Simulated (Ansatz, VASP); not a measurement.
## AlN in VASP and in Ansatz

INCAR

```
PREC = Accurate
ENCUT = 520
EDIFF = 1E-6
ISMEAR = 0
SIGMA = 0.05
LREAL = False
LASPH = True
NELM = 100
ALGO = Normal
ISIF = 2
LWAVE = False
LCHARG = True
GGA = PE
LELF = True
LVHAR = True
NBANDS = 11
```

File KPOINTS:

```
Automatic mesh
0
Gamma
  10 10 10
```

The input POSCAR:

```
AlN
1.0
    0.0000000000      2.2562903708      2.2562903708
    2.2562903708      0.0000000000      2.2562903708
    2.2562903708      2.2562903708      0.0000000000
Al N
1 1
Direct
   -0.0091503777      0.0091503777      0.0091503777
    0.7676262774      0.7323737226      0.7323737226
```

Input for Ansatz:

```yaml
crystal:
  lattice:
    - [0.0, 2.2562903708, 2.2562903708]
    - [2.2562903708, 0.0, 2.2562903708]
    - [2.2562903708, 2.2562903708, 0.0]
  atoms:
    - { symbol: Al, position: [-0.0091503777, 0.0091503777, 0.0091503777] }
    - { symbol: "N", position: [0.7676262774, 0.7323737226, 0.7323737226] }
basis:
  ecutwfc: 520.0
kpoints:
  mp_grid: { grid: [10, 10, 10] }
hamiltonian:
  xc: pbe
  pseudopotentials: { kind: paw, azcp: { folder: soft_1 } }
scf:
  occupations: { method: gaussian, width: 0.05 }
output:
  forces: true
  stress: true
  eigenvalues: true
```

Change from the starting cell: mode 4 frozen in at -0.078 Å, equal normal strain along x, y and z +0.0250.

Alike in both runs: task single point; functional PBE; k mesh 10 × 10 × 10; occupations gaussian, width 0.05 eV; no spin polarisation.

|  | VASP | Ansatz |
| --- | --- | --- |
| version | VASP 6.6.1 | Ansatz 0.2.0 |
| potentials or method | VASP PAW PBE potentials, release 64 (Al, N) | scalar-relativistic, plane waves, PAW |
| plane-wave cutoff (eV) | 520 | 520 |
| valence electrons in the cell | 8 | 8 |

```csv
,VASP,Ansatz,Ansatz less VASP
gap on the k mesh at the Fermi level (eV),2.96,2.96,+0.006
least direct gap on the mesh (eV),3.05,3.04,-0.003
pressure (GPa),-11.2,-11.0,+0.19
largest component of the traceless stress (GPa),3.93,3.92,-0.011
rms of the force components (eV/Å),0.756,0.755,-0.0014
```

Atom by atom the forces differ by 0.001 eV/Å (rms over components).

Caveats: forces of over 1 eV/Å show positions far from the minimum, so gaps and moduli don't describe the material at rest. A k mesh can miss the band edges.
